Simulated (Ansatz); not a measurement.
A set of 12 reactions (hydrogen abstraction), with CCSD(T)/CBS values in kJ/mol:

```json
{"reaction": "`CO[SiH2]S` + `[SiH3]`• → `CO[SiH]S`• + SiH₄", "ΔE": "-0.3"}
{"reaction": "`C[SiH](F)[SeH]` + `[CH3]`• → `C[Si](F)[SeH]`• + CH₄", "ΔE": "-60.2"}
{"reaction": "`Cl[SiH2]Cl` + Cl• → `Cl[SiH]Cl`• + HCl", "ΔE": "-42.4"}
{"reaction": "`CCC` + H• → `C[CH]C`• + H₂", "ΔE": "-13.5"}
{"reaction": "`F[SiH2]C[SiH3]` + `[CH3]`• → `F[SiH2]C[SiH2]`• + CH₄", "ΔE": "-61.3"}
{"reaction": "`F[SiH2]C[SiH3]` + `[SiH3]`• → `F[SiH2]C[SiH2]`• + SiH₄", "ΔE": "4.1"}
{"reaction": "`CCC` + F• → `C[CH]C`• + H–F", "ΔE": "-148.8"}
{"reaction": "`F[SiH2]C[SiH3]` + `[OH]`• → `F[SiH2]C[SiH2]`• + H₂O", "ΔE": "-118.5"}
{"reaction": "`Cl[SiH2]Cl` + H• → `Cl[SiH]Cl`• + H₂", "ΔE": "-52.5"}
{"reaction": "`O[SiH]([SiH3])Cl` + F• → `O[Si]([SiH3])Cl`• + H–F", "ΔE": "-198.9"}
{"reaction": "`F[SiH2]C[SiH3]` + Cl• → `F[SiH2]C[SiH2]`• + HCl", "ΔE": "-39.5"}
{"reaction": "`BS` + `F[C](F)F`• → `[BH]S`• + `FC(F)F`", "ΔE": "-14.6"}
```

Gas-phase electronic energies from Ansatz, PBE0-D4/def2-TZVP geometries. CCSD(T)/CBS is the MP2 limit (def2-TZVPP, def2-QZVPP) plus CCSD(T) − MP2 in def2-TZVPP, frozen cores. This one scheme is used for every species, atoms too. DFT in def2-TZVPP. B3LYP here is the variant with VWN-RPA as its local correlation; programs differ in this. Open shells (•) are unrestricted, without spin–orbit coupling. Spin–orbit coupling would lower the free atoms: a little for Cl, F. Bonds to Se are less sure, by a few kJ/mol each and by 10 to 20 or more in all where they break to atoms, as the def2 sets lack core-valence functions. Scalar relativity is left out up to krypton. Each species was taken in one conformer, which may not be the lowest.

Question: Give the mean, mean absolute and largest difference (level minus CCSD(T)/CBS, kJ/mol) for: PBE-D4, r2SCAN-D4, ωB97M-V, r2SCAN, PBE0, B3LYP, SCS-MP2/def2-TZVPP, CCSD/def2-TZVPP, CCSD(T)/def2-TZVPP, HF/def2-QZVPP, SCS-MP2/def2-QZVPP, HF/CBS(def2), MP2/CBS(def2), CCSD/CBS(def2). (Estimate.)

Answer: Ansatz gave: 
```
             level   mean  mean absolute  largest
            PBE-D4  -14.7           16.0    -29.6
         r2SCAN-D4   -7.5            8.7    -20.1
           ωB97M-V    3.4            4.1     11.3
            r2SCAN   -7.7            8.9    -20.2
              PBE0   -4.4            5.8    -15.7
             B3LYP   -3.4            7.0    -18.4
SCS-MP2/def2-TZVPP    5.1            5.2     12.6
   CCSD/def2-TZVPP    7.1            7.5     21.4
CCSD(T)/def2-TZVPP    4.1            4.2     13.2
     HF/def2-QZVPP   37.5           37.5    109.0
SCS-MP2/def2-QZVPP    2.7            3.3     11.4
      HF/CBS(def2)   37.4           37.4    108.7
     MP2/CBS(def2)   -6.3           11.8    -26.0
    CCSD/CBS(def2)    3.0            3.6      8.2
```

The largest T1 diagnostic in the set is 0.018, for `[BH]S`• (customary mark 0.045).

CCSD(T)/CBS is a level of theory with its own doubt, and the functionals carry their triple-zeta basis error, so these figures describe this set and don't rank the functionals.
